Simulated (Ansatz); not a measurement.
**RuO2 under a change: isotropic strain −0.17 %**

The reference is RuO$_{2}$ in the rutile structure (space group P4_2/mnm, No. 136; a = 4.4799 Å, c = 3.1069 Å).

Perturbation: an isotropic linear strain of −0.17 %, atoms relaxed at fixed cell.

Calculations: Kohn–Sham DFT with the r2SCAN functional, run in Ansatz (an electronic-structure program) with PAW and 500 eV plane waves, no spin-orbit coupling. Γ-centred 11×11×15 mesh, Fermi–Dirac width 0.05 eV.

- Volume per atom: 10.34 Å³ (base 10.39 Å³)
- Space group: P4_2/mnm (No. 136) (base P4_2/mnm (No. 136))
- Shortest interatomic distance: 1.931 Å (base 1.934 Å)
- Energy relative to the base (free energy F): +0.2 meV/atom
- Pressure (mean of the normal stresses, compression positive): 1.5 GPa (base 0.0 GPa)
- Band gap: zero (base zero)

Final structure:

```
CELL_PARAMETERS angstrom
      4.47231     0.00000     0.00000
      0.00000     4.47231     0.00000
      0.00000     0.00000     3.10163
ATOMIC_POSITIONS crystal
  Ru 0.50000 0.50000 0.50000
  Ru 0.00000 0.00000 0.00000
  O  0.80532 0.80532 0.50000
  O  0.30532 0.69468 0.00000
  O  0.69468 0.30532 0.00000
  O  0.19468 0.19468 0.50000
```

Cost of the whole job for the changed cell (relaxation, final SCF and bands): very roughly 110 core-seconds.

No phonon test of stability was made. Starting moments died away, wholly or in part, for the base; another magnetic solution may exist. No Hubbard U is applied, and correlation can decide whether such a compound is a metal. All final runs are without spin polarisation.
